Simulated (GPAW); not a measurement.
# SnTe (Fm-3m) in GPAW: further runs, part 3 of 4

GPAW 26.7.0.

### 5 G0W0 quasiparticle levels, PBE

This run uses another cell than the first one, of 31.28 Å³/atom, 0.980 times its volume.

Input file run.py:

```python
import json
import numpy as np
from ase import Atoms
from ase.dft.bandgap import bandgap
from ase.io import write
from gpaw import GPAW, PW
from gpaw.response.g0w0 import G0W0

atoms = Atoms(['Te', 'Sn'],
              cell=[[0.0, 3.15085, 3.15085],
                    [3.15085, 0.0, 3.15085],
                    [3.15085, 3.15085, 0.0]],
              scaled_positions=[[0.5, 0.5, 0.5],
                                [0.0, 0.0, 0.0]],
              pbc=True)

calc = GPAW(mode=PW(450),
            xc='PBE',
            kpts={'size': (4, 4, 4), 'gamma': True},
            occupations={'name': 'fermi-dirac', 'width': 0.001},
            nbands=19,
            convergence={'density': 1e-06},
            maxiter=150,
            txt='gpaw.txt')
atoms.calc = calc
energy = atoms.get_potential_energy()
calc.write('gs.gpw')
write('result.traj', atoms)
print(f'Energy: {energy:.6f} eV')
print('Fermi level:', round(calc.get_fermi_level(), 4), 'eV')
print(f'Gap: {bandgap(calc)[0]:.4f} eV, direct: {bandgap(calc, direct=True)[0]:.4f} eV')

calc.diagonalize_full_hamiltonian(nbands=264)
calc.write('full.gpw', mode='all')

ibz = calc.get_ibz_k_points()
gap, vbm, cbm = bandgap(calc, output=None)
gap, direct, _ = bandgap(calc, direct=True, output=None)
gamma = int(np.abs(ibz).sum(1).argmin())
kpts = sorted({gamma, vbm[1], cbm[1], direct[1]})
gw = G0W0(calc='full.gpw',
          filename='gw',
          ecut=150,
          ecut_extrapolation=True,
          relbands=(-2, 2),
          kpts=kpts,
          integrate_gamma='WS',
          ppa=True)
gw.calculate()
results = {mode: {key: np.asarray(r[key]).tolist() for key in ['f', 'eps', 'vxc', 'exx', 'sigma', 'Z', 'qp', 'sigma_eskn']}
           for mode, r in gw.all_results.items()}
json.dump({'kpts': ibz[kpts].tolist(), 'results': results}, open('gw.json', 'w'))
for mode, r in results.items():
    f, qp = np.array(r['f']), np.array(r['qp'])
    print(mode, 'quasiparticle energies (eV):')
    print(qp.round(3))
    print(mode, 'gap:', round(qp[f < 0.5].min() - qp[f > 0.5].max(), 4), 'eV')
```

Potentials or basis: GPAW PAW data sets (gpaw-data 1.2.1), pw.

Command:

```console
> OMP_NUM_THREADS=1 python run.py
```

gpaw.txt:

```text
__  _  _
 | _ |_)|_||  |
 |__||  | ||/\| - 26.7.0

Input parameters:
  mode=PW(ecut=450.00000000000006),
  convergence={'density': 1e-06},
  kpts=MonkhorstPack(size=(4, 4, 4), gamma=True),
  maxiter=150,
  nbands=19,
  occupations=Occupations(name='fermi-dirac', width=0.001),
  xc=XC(name='PBE')

Diagonalizing LCAO Hamiltonian
Converting LCAO to pw mode

                 Te

       Sn

Atoms  # Å, Bohr magnetons
|   | symbol |        x |        y |        z |    initial magnetic moments |
|---|--------|----------|----------|----------|-----------------------------|
| 0 |     Te | 3.150850 | 3.150850 | 3.150850 | ( 0.0000,  0.0000,  0.0000) |
| 1 |     Sn | 0.000000 | 0.000000 | 0.000000 | ( 0.0000,  0.0000,  0.0000) |

Unit cell  # Å
| periodic |        x |        y |        z |  lengths |    angles |
|----------|----------|----------|----------|----------|-----------|
|      yes | 0.000000 | 3.150850 | 3.150850 | 4.455975 | 60.000000 |
|      yes | 3.150850 | 0.000000 | 3.150850 | 4.455975 | 60.000000 |
|      yes | 3.150850 | 3.150850 | 0.000000 | 4.455975 | 60.000000 |

Number of symmetries: 48
Symmetry operations  # r_c * U_cc + t_c -> r_c
|    | kind |            matrix            |
|----|------|------------------------------|
|  0 |  σ   |  1, 0, 0,  1, 0,-1,  1,-1, 0 |
|  1 |  C2  |  1, 0, 0,  1,-1, 0,  1, 0,-1 |
|  2 |  E   |  1, 0, 0,  0, 1, 0,  0, 0, 1 |
|  3 |  σ   |  1, 0, 0,  0, 0, 1,  0, 1, 0 |
|  4 |  C4  |  1, 0,-1,  1, 0, 0,  1,-1, 0 |
|  5 |  S6  |  1, 0,-1,  1,-1, 0,  1, 0, 0 |
|  6 |  σ   |  1, 0,-1,  0, 1,-1,  0, 0,-1 |
|  7 |  C3  |  1, 0,-1,  0, 0,-1,  0, 1,-1 |
|  8 |  S6  |  1,-1, 0,  1, 0, 0,  1, 0,-1 |
|  9 |  C4  |  1,-1, 0,  1, 0,-1,  1, 0, 0 |
| 10 |  C3  |  1,-1, 0,  0,-1, 1,  0,-1, 0 |
| 11 |  σ   |  1,-1, 0,  0,-1, 0,  0,-1, 1 |
| 12 |  σ   |  0, 1, 0,  1, 0, 0,  0, 0, 1 |
| 13 |  C4  |  0, 1, 0,  0, 1,-1, -1, 1, 0 |
| 14 |  C3  |  0, 1, 0,  0, 0, 1,  1, 0, 0 |
| 15 |  S6  |  0, 1, 0, -1, 1, 0,  0, 1,-1 |
| 16 |  C2  |  0, 1,-1,  1, 0,-1,  0, 0,-1 |
| 17 |  σ   |  0, 1,-1,  0, 1, 0, -1, 1, 0 |
| 18 |  S4  |  0, 1,-1,  0, 0,-1,  1, 0,-1 |
| 19 |  C4  |  0, 1,-1, -1, 1, 0,  0, 1, 0 |
| 20 |  C3  |  0, 0, 1,  1, 0, 0,  0, 1, 0 |
| 21 |  σ   |  0, 0, 1,  0, 1, 0,  1, 0, 0 |
| 22 |  S6  |  0, 0, 1,  0,-1, 1, -1, 0, 1 |
| 23 |  C4  |  0, 0, 1, -1, 0, 1,  0,-1, 1 |
| 24 |  S4  |  0, 0,-1,  1, 0,-1,  0, 1,-1 |
| 25 |  C3  |  0, 0,-1,  0, 1,-1,  1, 0,-1 |
| 26 |  C2  |  0, 0,-1,  0,-1, 0, -1, 0, 0 |
| 27 |  S6  |  0, 0,-1, -1, 0, 0,  0,-1, 0 |
| 28 |  S4  |  0,-1, 1,  1,-1, 0,  0,-1, 0 |
| 29 |  C4  |  0,-1, 1,  0, 0, 1, -1, 0, 1 |
| 30 |  C2  |  0,-1, 1,  0,-1, 0,  1,-1, 0 |
| 31 |  σ   |  0,-1, 1, -1, 0, 1,  0, 0, 1 |
| 32 |  C3  |  0,-1, 0,  1,-1, 0,  0,-1, 1 |
| 33 |  S6  |  0,-1, 0,  0, 0,-1, -1, 0, 0 |
| 34 |  S4  |  0,-1, 0,  0,-1, 1,  1,-1, 0 |
| 35 |  C2  |  0,-1, 0, -1, 0, 0,  0, 0,-1 |
| 36 |  C2  | -1, 1, 0,  0, 1, 0,  0, 1,-1 |
| 37 |  S6  | -1, 1, 0,  0, 1,-1,  0, 1, 0 |
| 38 |  S4  | -1, 1, 0, -1, 0, 1, -1, 0, 0 |
| 39 |  C3  | -1, 1, 0, -1, 0, 0, -1, 0, 1 |
| 40 |  S6  | -1, 0, 1,  0, 0, 1,  0,-1, 1 |
| 41 |  C2  | -1, 0, 1,  0,-1, 1,  0, 0, 1 |
| 42 |  C3  | -1, 0, 1, -1, 1, 0, -1, 0, 0 |
| 43 |  S4  | -1, 0, 1, -1, 0, 0, -1, 1, 0 |
| 44 |  C2  | -1, 0, 0,  0, 0,-1,  0,-1, 0 |
| 45 |  i   | -1, 0, 0,  0,-1, 0,  0, 0,-1 |
| 46 |  σ   | -1, 0, 0, -1, 1, 0, -1, 0, 1 |
| 47 |  C2  | -1, 0, 0, -1, 0, 1, -1, 1, 0 |

BZ-sampling:
  Number of BZ points: 64
  Number of IBZ points: 8

  Monkhorst-Pack size: [4, 4, 4]
  Monkhorst-Pack shift: [0.125, 0.125, 0.125]

K-points  # in reciprocal-cell coordinates
|   |                                coordinates |     weight |
|---|--------------------------------------------|------------|
| 0 | (  0.00000000,   0.00000000,   0.00000000) | 0.01562500 |
| 1 | (  0.25000000,   0.25000000,   0.00000000) | 0.09375000 |
| 2 | (  0.25000000,   0.25000000,   0.25000000) | 0.12500000 |
| 3 | (  0.50000000,   0.25000000,  -0.25000000) | 0.09375000 |
| 4 | (  0.50000000,   0.25000000,   0.25000000) | 0.18750000 |
| 5 | (  0.50000000,   0.50000000,   0.00000000) | 0.04687500 |
| 6 | (  0.50000000,   0.50000000,   0.25000000) | 0.37500000 |
| 7 | (  0.50000000,   0.50000000,   0.50000000) | 0.06250000 |

Plane wave coefficients: 1380
Cutoff: 450.00000000000006 eV

Spin-components: 1 (collinear spins)
Bands:           19
Projectors:      11
Spin-degeneracy: 2
Datatype:        complex128

Parallelization:
  kpt:    1
  domain: 1
  band:   1

Density:
  Valence electrons: 20.0
  Components: 1
  Grid points: [24 24 24]
  Charge: 0.0  # |e|

Potential:
  Grid points: [24 24 24]

species:
  Te:
    name:    Tellurium
    Z:       52.0
    valence: 6
    core:    46
    charge:  0.0  # [|e|]
    compensation charges:
      type: gauss
      rc: 0.36  # [Å]
      lmax: 2
    cutoffs:
      filter: 2.09  # [Å]
      core: 3.17  # [Å]
    projectors
    | kind |    occ | energy [eV] | rcut [Å] |
    |------|--------|-------------|----------|
    |   5s |  2.000 |     -15.089 |    1.180 |
    |   5p |  4.000 |      -5.955 |    1.196 |
    |    s |        |      12.123 |    1.180 |
    |    p |        |      21.256 |    1.196 |
    |    d |        |       0.000 |    1.238 |

    Using partial waves for Te as LCAO basis

  Sn:
    name:    Tin
    Z:       50.0
    valence: 14
    core:    36
    charge:  0.0  # [|e|]
    compensation charges:
      type: gauss
      rc: 0.38  # [Å]
      lmax: 2
    cutoffs:
      filter: 2.23  # [Å]
      core: 2.35  # [Å]
    projectors
    | kind |    occ | energy [eV] | rcut [Å] |
    |------|--------|-------------|----------|
    |   5s |  2.000 |     -10.538 |    1.201 |
    |   5p |  2.000 |      -3.696 |    1.270 |
    |   4d | 10.000 |     -25.845 |    1.185 |
    |    s |        |      16.674 |    1.201 |
    |    p |        |      23.515 |    1.270 |
    |    d |        |       1.367 |    1.185 |

    Using partial waves for Sn as LCAO basis

Reference energy: -352801.376741  # eV

eigensolver:
  PPCG
  Converge bands: occupied
  niter=2

density mixing:
  MSR1-Mixer
  Pratt-step length: 0.05
  Maximum mixing coefficient: 0.75
  Old densities: 10
  SVD Regularization: 0.005
  Good broyden scale: 1.0
  Trust region scale: 1.0
  Backstep threshold: 4.0
  History deletion threshold: 6.0
  Fourier metric: weight=20.0, sigma=0.015

occupation numbers:
  Fermi-Dirac:
    width: 0.0010  # eV

poisson solver:
  ecut: 3600.0000000000005  # eV

xc functional:
  name: PBE with 2 nearest neighbor stencil

convergence criteria:
- Maximum integral of absolute [dens]ity change: 1e-06 electrons / valence electron
- Maximum [total energy] change in last 3 cyles: 0.0005 eV / valence electron
- Maximum integral of absolute [eigenst]ate change: 4e-08 eV^2 / valence electron
maximum number of iterations: 150

SCF iterations
|iter     | |      energy | eigst |  dens |
|---------|-|-------------|-------|-------|
|iter:   1| |   -7.805101 | -0.18 |       |
|iter:   2| |   -7.799463 | -2.34 | -1.52 |
|iter:   3| |   -7.769368 | -2.72 | -1.55 |
|iter:   4| |   -7.770305 | -4.13 | -2.13 |
|iter:   5| |   -7.770497c| -4.82 | -2.63 |
|iter:   6| |   -7.770504c| -6.32 | -3.34 |
|iter:   7| |   -7.770504c| -7.66c| -4.20 |
|iter:   8| |   -7.770504c| -7.70c| -4.71 |
|iter:   9| |   -7.770504c| -8.21c| -5.81 |
|iter:  10| |   -7.770504c| -8.82c| -6.33c|

Converged in 10 steps
Energy contributions relative to reference atoms: (reference = -352801.376741)

Energy contributions:
  Kinetic:          14.088986
  Coulomb:         -14.302679
  Zero:              0.174286
  External:          0.000000
  Xc:               -7.731096
  Entropy:          -0.000000
  Spinorbit:         0.000000
  ----------------------------
  Free energy:      -7.770504
  Extrapolated:     -7.770504

dipole moment: (-21.345180, -21.345180, -21.345180)  # |e|*Ang

Fermi level: 6.503
Eigenvalues  # (at kpt = [0.000, 0.000, 0.000])
| band index |      eig [eV] | occ [0-2] |
|------------|---------------|-----------|
|          0 |       -15.477 |     2.000 |
|        ... |               |           |
|          2 |       -15.469 |     2.000 |
|          3 |       -15.469 |     2.000 |
|          4 |       -15.469 |     2.000 |
|          5 |        -6.359 |     2.000 |
|          6 |         1.771 |     2.000 |
|          7 |         4.281 |     2.000 |
[... 9 lines left out ...]
|         17 |        13.359 |     0.000 |
|         18 |        13.359 |     0.000 |

Gap: 0.104 eV
Transition (v -> c):
  (s=0, k=7, n=9, [0.50, 0.50, 0.50]) -> (s=0, k=7, n=10, [0.50, 0.50, 0.50])
No difference between direct/indirect transitions
# Writing to gs.gpw (mode='')

Matrix size: 1380x1380
# Writing to full.gpw (mode='all')
```

It took 12 min on 1 thread of Arm Neoverse V2, shared host; peak memory 0.47 GiB.

Results:

```yaml
Free_energy: -7.7705 eV
Band_gap_on_the_k_mesh_mean-field_level: 0.10 eV, direct
Quasiparticle_gap: 0.13 eV
Least_direct_quasiparticle_gap: 0.13 eV
```

Caveat: the k mesh is coarse (spacing up to 0.43 Å⁻¹), so the values aren't converged; the quasiparticle gap is taken among the few k points that were corrected; the long-wavelength limit can be off by a per cent or two; spin-orbit coupling is left out, which moves the levels of the heavy elements.

(Part 3 of 4 ends here.)
